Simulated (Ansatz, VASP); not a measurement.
**One calculation of AlN, two programs**

```
CELL_PARAMETERS angstrom
3.17261 0.00000 0.00000
-1.58631 2.74756 0.00000
0.00000 0.00000 5.16651
ATOMIC_POSITIONS crystal
Al 0.66667 0.33333 0.49911
Al 0.33333 0.66667 0.99911
N 0.66667 0.33333 0.87589
N 0.33333 0.66667 0.37589
```

Alike in both runs: task relaxation of cell and atoms; functional r2SCAN; k mesh 6 × 6 × 4; occupations gaussian, width 0.1 eV; no spin polarisation.

|  | VASP | Ansatz |
| --- | --- | --- |
| version | VASP 6.6.1 | Ansatz 0.2.0 |
| potentials or method | VASP PAW PBE potentials, release 64 (Al, N) | scalar-relativistic, plane waves, PAW |
| plane-wave cutoff (eV) | 600 | 500 |
| valence electrons in the cell | 16 | 16 |

VASP gave:

```
gap on the k mesh at the Fermi level, each at its own relaxed structure (eV) : 4.94
relaxed volume (Å³/atom)                                                     : 10.38
relaxed cell length with the largest relative difference (Å)                 : 4.974
energy change over the relaxation (meV/atom)                                 : -44
```

Q: Estimate Ansatz's values.

A: gap on the k mesh at the Fermi level, each at its own relaxed structure (eV): 4.88; relaxed volume (Å³/atom): 10.40; relaxed cell length with the largest relative difference (Å): 4.979; energy change over the relaxation (meV/atom): -42.

Caveats: the PAW data sets were made with another functional, which shifts forces and pressure a little (VASP).
